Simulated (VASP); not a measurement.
# Te: molecular dynamics with a thermostat

Te, Imma (no. 74), 8 atoms in the cell. PBE, molecular dynamics; PAW potentials Te (PBE set).

Ensemble: Nose-Hoover chain; Target temperature (K): 1000.

## Input

INCAR:
```
ALGO     = Fast           # electronic algorithm
EDIFF    = 1E-6           # SCF threshold, eV
ENCUT    = 200            # plane-wave cutoff, eV
GGA      = PE             # functional
IBRION   = 0              # ionic algorithm
ISIF     = 2              # what is computed and relaxed
ISMEAR   = -1             # smearing method
ISYM     = 0            
KPAR     = 2            
LASPH    = T              # aspherical terms in the spheres
LCHARG   = F              # write CHGCAR
LREAL    = Auto         
LWAVE    = F              # write WAVECAR
MDALGO   = 4            
NELM     = 60             # most SCF steps
NELMIN   = 4            
NHC_NCHAINS= 3            
NHC_PERIOD= 30           
NSW      = 60             # ionic steps
POTIM    = 4.0            # step
PREC     = Normal         # precision mode
RANDOM_SEED= 750923 0 0   
SIGMA    = 0.05           # smearing width, eV
TEBEG    = 1000          
```

KPOINTS:
```
k-points
0
Monkhorst-Pack
  2 2 2
```

POSCAR:
```
Te
1.0
    5.9155829272      0.0000000000      0.0000000000
    0.0000000000      7.7519313254      0.0000000000
    0.0000000000      0.0000000000      6.1406115540
Te
8
Direct
    0.5000000000      0.7500000000      0.1254645100
    0.5000000000      0.7500000000      0.6254645100
    0.5000000000      0.2500000000      0.3745354900
    0.5000000000      0.2500000000      0.8745354900
    0.0000000000      0.2500000000      0.3754645100
    0.0000000000      0.2500000000      0.8754645100
    0.0000000000      0.7500000000      0.1245354900
    0.0000000000      0.7500000000      0.6245354900
```

Commands:
```
cat potpaw_PBE.64/Te/POTCAR > POTCAR
mpirun -np 2 vasp_std > vasp.out
```

## Result

- Mean temperature (K): 971
- Spread of the conserved energy (meV/atom): 0.24
- Rise of the mean potential energy above the start (meV/atom): -28.1
- Electronic steps per ionic step after the first: 4.9

Course of the run:

| Time (fs) | Temperature (K) | Potential energy less the first (meV/atom) | Conserved energy less the first (meV/atom) |
|---|---|---|---|
| 4 | 1000 | 0.0 | 0.00 |
| 24 | 1012 | -1.4 | -0.00 |
| 40 | 1074 | -8.4 | 0.03 |
| 60 | 1260 | -30.2 | -0.02 |
| 76 | 1417 | -50.4 | -0.10 |
| 96 | 1437 | -59.6 | -0.08 |
| 112 | 1301 | -53.1 | -0.05 |
| 132 | 1075 | -40.4 | -0.00 |
| 148 | 918 | -33.1 | 0.05 |
| 168 | 766 | -27.8 | 0.07 |
| 184 | 656 | -23.4 | 0.08 |
| 204 | 522 | -15.6 | 0.10 |
| 220 | 471 | -13.9 | 0.12 |
| 240 | 575 | -29.4 | 0.10 |

REPORT:
```
MDALGO =   4
           NHC_NCHAINS =   3
            NHC_PERIOD =    30
            NHC_NRESPA =    1
                NHC_NS =  1
               SCALING =       0
                 CNEXP =     9.000   14.000
           RANDOM_SEED =            750923                0                0

   original number of atomic DOF:         21
   number of independent constraints:      0
   number of active DOF:                  21

========================================
         MD step No.       1
========================================

  Atomic velocities initialized by STEP_tb

  >Nose-Hoover_chains
                       xs       vs(fs^-1)
   nhc_s>  -0.28342938E-07  -0.28339986E-07
   nhc_s>  -0.13889371E-03  -0.13889853E-03
   nhc_s>  -0.13888889E-03  -0.13886960E-03

  >Energies
                    E_tot             E_pot             E_kin               EPS                ES
   e_b>   -0.23170969E+02   -0.24075610E+02    0.90464091E+00    0.23935531E-04   -0.23988889E-04

  >Temperature
               T_sim     T_inst
   tmprt>   1000.000    999.796

           RANDOM_SEED =            750923               48                0

[... steps left out ...]

========================================
         MD step No.      60
========================================

  >Nose-Hoover_chains
                       xs       vs(fs^-1)
   nhc_s>   0.39326633E+00   0.13189780E-02
   nhc_s>  -0.93364294E+00  -0.66546626E-03
   nhc_s>  -0.12887604E+01  -0.11157006E-01

  >Energies
                    E_tot             E_pot             E_kin               EPS                ES
   e_b>   -0.23170197E+02   -0.24310474E+02    0.51993985E+00    0.10017528E+00    0.52016174E+00

  >Temperature
               T_sim     T_inst
   tmprt>   1000.000    574.630

           RANDOM_SEED =            750923               48                0
```

OSZICAR:
```
N       E                     dE             d eps       ncg     rms          rms(c)
DAV:   1     0.153718380228E+03    0.15372E+03   -0.10120E+04   232   0.619E+02
DAV:   2    -0.125868627549E+02   -0.16631E+03   -0.16276E+03   305   0.145E+02
DAV:   3    -0.242737587666E+02   -0.11687E+02   -0.11309E+02   267   0.423E+01
DAV:   4    -0.246484089612E+02   -0.37465E+00   -0.36961E+00   344   0.811E+00
DAV:   5    -0.246542367857E+02   -0.58278E-02   -0.58039E-02   286   0.929E-01    0.147E+01
RMM:   6    -0.241341302649E+02    0.52011E+00   -0.43037E-01   232   0.249E+00    0.932E+00
RMM:   7    -0.241088340349E+02    0.25296E-01   -0.52887E-01   232   0.295E+00    0.170E+00
RMM:   8    -0.240839677156E+02    0.24866E-01   -0.13974E-01   232   0.157E+00    0.506E-01
RMM:   9    -0.240780044776E+02    0.59632E-02   -0.28837E-02   232   0.721E-01    0.397E-01
RMM:  10    -0.240786381815E+02   -0.63370E-03   -0.41464E-03   241   0.341E-01    0.399E-01
RMM:  11    -0.240756320255E+02    0.30062E-02   -0.56623E-03   234   0.292E-01    0.166E-01
RMM:  12    -0.240756070960E+02    0.24930E-04   -0.50389E-04   243   0.103E-01    0.328E-02
[... left out ...]
     58 T=   509. E= -.23172812E+02 F= -.24239405E+02 E0= -.24239095E+02  EK= 0.45749E+00 SP= 0.51E+00 SK= 0.10E+00
     59 T=   538. E= -.23172847E+02 F= -.24271639E+02 E0= -.24271366E+02  EK= 0.48400E+00 SP= 0.51E+00 SK= 0.10E+00
[... last step whole ...]
       N       E                     dE             d eps       ncg     rms          rms(c)
DAV:   1    -0.243104656256E+02   -0.38827E-01   -0.38457E-05   344   0.127E+00    0.748E-03
RMM:   2    -0.243104723523E+02   -0.67268E-05   -0.66118E-05   232   0.334E-02    0.263E-03
RMM:   3    -0.243104738008E+02   -0.14485E-05   -0.14582E-05   238   0.140E-02    0.369E-03
RMM:   4    -0.243104740844E+02   -0.28356E-06   -0.27863E-06   149   0.606E-03
     60 T=   575. E= -.23172874E+02 F= -.24310474E+02 E0= -.24310235E+02  EK= 0.51726E+00 SP= 0.52E+00 SK= 0.10E+00
```

Limits: 240 fs of 8 atoms are too short for converged averages.

VASP 6.6.1 took 442 s on 2 cores (AMD EPYC 7571), a shared host.
